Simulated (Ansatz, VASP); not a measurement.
# In in VASP and in Ansatz

Contents of INCAR:

```
SYSTEM = In
ALGO = Normal ; EDIFF = 1E-6
ENCUT = 520 ; GGA = RE
GGA_COMPAT = .FALSE. ; ISIF = 2
ISMEAR = 0 ; LASPH = .TRUE.
LCHARG = .FALSE. ; LORBIT = 11
LORBMOM = .TRUE. ; LREAL = .FALSE.
LSORBIT = .TRUE. ; LWAVE = .FALSE.
MAGMOM = 0 0 0 ; NBANDS = 24
NELM = 150 ; PREC = Accurate
SIGMA = 0.02
```

File KPOINTS:

```
k-points
0
G
  7 7 7
  0 0 0
```

File POSCAR:

```
In
1.0
   -1.8825252400      1.8825252400      1.8825252400
    1.8825252400     -1.8825252400      1.8825252400
    1.8825252400      1.8825252400     -1.8825252400
In
1
Direct
    0.0000000000      0.0000000000      0.0000000000
```

File input.yaml:

```yaml
crystal:
  lattice:
    - [-1.88252524, 1.88252524, 1.88252524]
    - [1.88252524, -1.88252524, 1.88252524]
    - [1.88252524, 1.88252524, -1.88252524]
  atoms:
    - { symbol: In, position: [0.0, 0.0, 0.0] }
hamiltonian:
  xc: revpbe
  pseudopotentials: { kind: paw_fr }
kpoints:
  mp_grid: { grid: [7, 7, 7] }
scf:
  occupations: { method: gaussian, width: 0.02 }
output:
  forces: true
  stress: true
  eigenvalues: true
  write_density: true
  write_potential: true
  elf: true
  volumetric_format: npy
magnetization:
  noncollinear: true
  spin_orbit: true
```

This isn't the form of In at room conditions, which is tetragonal.

Alike in both runs: task single point; functional revPBE; k mesh 7 × 7 × 7; occupations gaussian, width 0.02 eV; non-collinear spin, spin-orbit coupling.

|  | VASP | Ansatz |
| --- | --- | --- |
| version | VASP 6.6.1 | Ansatz 0.2.0 |
| potentials or method | VASP PAW PBE potentials, release 64 (In_d) | Ansatz PAW |
| plane-wave cutoff (eV) | 520 | 420 |
| valence electrons in the cell | 13 | 13 |

```tsv
	VASP	Ansatz	Ansatz less VASP
gap on the k mesh at the Fermi level (eV)	none	none	-
pressure (GPa)	2.6	2.7	+0.04
net moment per atom (μB)	0.00	0.00	0.000
```

A gap of «none» marks a metal or a gap that the smearing closes. With one functional, cell and mesh, what is left measures potentials, basis and numerics.

Caveats: the PAW data sets were made with another functional, which shifts forces and pressure a little (VASP); the PAW data sets come from PBE, with cores solved anew for the run's functional, which leaves a small shift of forces and pressure (Ansatz).
